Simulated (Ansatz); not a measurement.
# Ga2O3: the cost of one run

Method: DFT LDA, scalar-relativistic, plane waves, PAW, in Ansatz 0.2.0.

## (1) Starting point

Symmetry: C2/m, No. 12, monoclinic system. Conventional cell: a = 12.214 Å, b = 3.037 Å, c = 5.798 Å, α = 90.00°, β = 103.83°, γ = 90.00°. Ga (site symmetry m) has 4 O at 1.83 to 1.86 Å as nearest neighbours. Around Ga (site symmetry m) lie 6 O at 1.94 to 2.07 Å. O (site symmetry m) is surrounded by 3 Ga at 1.83 to 1.94 Å. O (site symmetry m) has 4 Ga at 1.86 to 2.07 Å as nearest neighbours.

Coordinates:

```cif
data_structure
_symmetry_space_group_name_H-M 'C2/m'
_symmetry_Int_Tables_number 12
_cell_length_a 12.2140
_cell_length_b 3.0371
_cell_length_c 5.7981
_cell_angle_alpha 90.000
_cell_angle_beta 103.830
_cell_angle_gamma 90.000
_cell_volume 208.85
loop_
_atom_site_label
_atom_site_type_symbol
_atom_site_symmetry_multiplicity
_atom_site_Wyckoff_symbol
_atom_site_fract_x
_atom_site_fract_y
_atom_site_fract_z
_atom_site_occupancy
Ga1 Ga 4 i 0.09050 0.00000 0.79460 1
Ga2 Ga 4 i 0.15866 0.50000 0.31402 1
O1 O 4 i 0.16450 0.00000 0.10980 1
O2 O 4 i 0.17330 0.00000 0.56320 1
O3 O 4 i 0.49590 0.00000 0.25660 1
```

The structure rests on an entry of the Crystallography Open Database; cell or positions may have been set otherwise for this series.

## (2) Relaxing cell and atoms: Ga2O3, no spin

Contents of input.yaml:

```yaml
crystal:
  lattice:
    - [6.107, -1.51855, 0.0]
    - [6.107, 1.51855, 0.0]
    - [-1.3859888959, 0.0, 5.630008738]
  atoms:
    - { symbol: Ga, position: [0.0905, 0.0905, 0.7946] }
    - { symbol: Ga, position: [0.9095, 0.9095, 0.2054] }
    - { symbol: Ga, position: [0.65866, 0.65866, 0.31402] }
    - { symbol: Ga, position: [0.34134, 0.34134, 0.68598] }
    - { symbol: O, position: [0.1645, 0.1645, 0.1098] }
    - { symbol: O, position: [0.8355, 0.8355, 0.8902] }
    - { symbol: O, position: [0.1733, 0.1733, 0.5632] }
    - { symbol: O, position: [0.8267, 0.8267, 0.4368] }
    - { symbol: O, position: [0.4959, 0.4959, 0.2566] }
    - { symbol: O, position: [0.5041, 0.5041, 0.7434] }
scf:
  occupations: { method: fixed }
output:
  forces: true
  stress: true
hamiltonian:
  xc: lda
kpoints:
  mp_grid: { grid: [6, 6, 4] }
relax:
  f_tol: 0.002
  cell: { stress_tol: 0.02 }
```

Started as:

```
$ ansatz run input.yaml --threads 8 --pin off --max-ram 20480MiB --backend cpu --events-out ev --progress --plain --runs-dir out
```

**Question.** How long does this run take on 8 threads of Arm Neoverse V2, shared host, and how much memory does it need?

About 16 s, with a peak of 0.68 GiB.
